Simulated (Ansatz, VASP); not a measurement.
One calculation of MgZn2O3, two programs

INCAR

```
SYSTEM = MgZn2O3
PREC = Accurate ; ENCUT = 520
EDIFF = 1E-7 ; ISMEAR = 1
SIGMA = 0.02 ; LREAL = .False.
LASPH = .True. ; NELM = 80
ALGO = Normal ; ISIF = 2
LWAVE = .False. ; LCHARG = .False.
GGA = B5 ; ALDAX = 1.0
AGGAX = 1.0 ; AGGAC = 1.0
ALDAC = 0.0 ; NBANDS = 31
```

The input KPOINTS:

```
Automatic mesh
0
Gamma
  12 12 4
  0 0 0
```

File POSCAR:

```
MgZn2O3
1.0
    3.0525990000      0.0000000000      0.0000000000
   -1.5263000000      2.6436280000      0.0000000000
    0.0000000000      0.0000000000      7.4520430000
Mg Zn O
1 2 3
Direct
    0.0000000000      0.0000000000      0.0000000000
    0.3333333333      0.6666666667      0.6684160000
    0.6666666667      0.3333333333      0.3315840000
    0.3333333333      0.6666666667      0.1607000000
    0.6666666667      0.3333333333      0.8393000000
    0.0000000000      0.0000000000      0.5000000000
```

Input for Ansatz:

```yaml
crystal:
  lattice:
    - [3.052599, 0.0, 0.0]
    - [-1.5263, 2.643628, 0.0]
    - [0.0, 0.0, 7.452043]
  atoms:
    - { symbol: Mg, position: [0.0, 0.0, 0.0] }
    - { symbol: Zn, position: [0.3333333333333333, 0.6666666666666666, 0.668416] }
    - { symbol: Zn, position: [0.6666666666666666, 0.3333333333333333, 0.331584] }
    - { symbol: O, position: [0.3333333333333333, 0.6666666666666666, 0.1607] }
    - { symbol: O, position: [0.6666666666666666, 0.3333333333333333, 0.8393] }
    - { symbol: O, position: [0.0, 0.0, 0.5] }
kpoints:
  mp_grid:
    grid: [12, 12, 4]
    shift: [0.0, 0.0, 0.0]
hamiltonian:
  xc: blyp
scf:
  occupations:
    method: cold
    width: 0.02
output:
  stress: true
```

The cell comes from a database or a generator and needn't be the stable form of this composition.

Alike in both runs: task single point; functional BLYP; k mesh 12 × 12 × 4; no spin polarisation.

```csv
,VASP,Ansatz
version,VASP 6.6.1,Ansatz 0.2.0
potentials or method,"VASP PAW PBE potentials, release 64 (Mg, Zn, O)","plane waves, PAW"
plane-wave cutoff (eV),520,420
occupations,"methfessel-paxton of order 1, width 0.02 eV","cold, width 0.02 eV"
valence electrons in the cell,44,52
```

VASP gave:

| Quantity | Value |
| --- | --- |
| pressure (GPa) | 4.4 |
| largest component of the traceless stress (GPa) | 0.07 |

Task: Estimate Ansatz's values.

Result: Pressure (GPa): 4.0; largest component of the traceless stress (GPa): 0.07.

The two sets of potentials don't hold the same shells in valence.

Caveats: the PAW data sets were made with another functional, which shifts forces and pressure a little (VASP).
